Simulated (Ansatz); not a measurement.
## AlCo (Pm-3m) under several functionals

Plane-wave DFT in Ansatz with scalar-relativistic PAW potentials. The same structure was relaxed (cell and atoms, symmetry kept) in separate runs at each level. Whether it is the stable form of this composition wasn't checked. Spin is collinear, but was left out for PBEsol (a zero moment there is imposed), so the levels don't share one magnetic state.

Problem. How do the levels PBE, PBEsol, r2SCAN compare?

Solution.
| level | cutoff (eV) | k mesh | V (Å³/atom) | a (Å) | B0 (GPa) | largest moment (μB) |
| --- | --- | --- | --- | --- | --- | --- |
| PBEsol | 420 | 14×14×14 | 11.244 | 2.823 | 194 | no spin |
| r2SCAN | 500 | 14×14×14 | 11.261 | 2.824 | 195 | 0.15 |
| PBE | 420 | 14×14×14 | 11.598 | 2.852 | – | 0.00 |

The usual order of volumes, PBEsol < PBE, holds here (11.244, 11.598 Å³/atom). As a rule PBEsol, built on the gradient expansion of slowly varying densities, lies between LDA and PBE; PBE's stronger gradient term for exchange weakens bonds. r2SCAN lies 2.9 % under PBE in volume.

The state reached may not be the lowest one.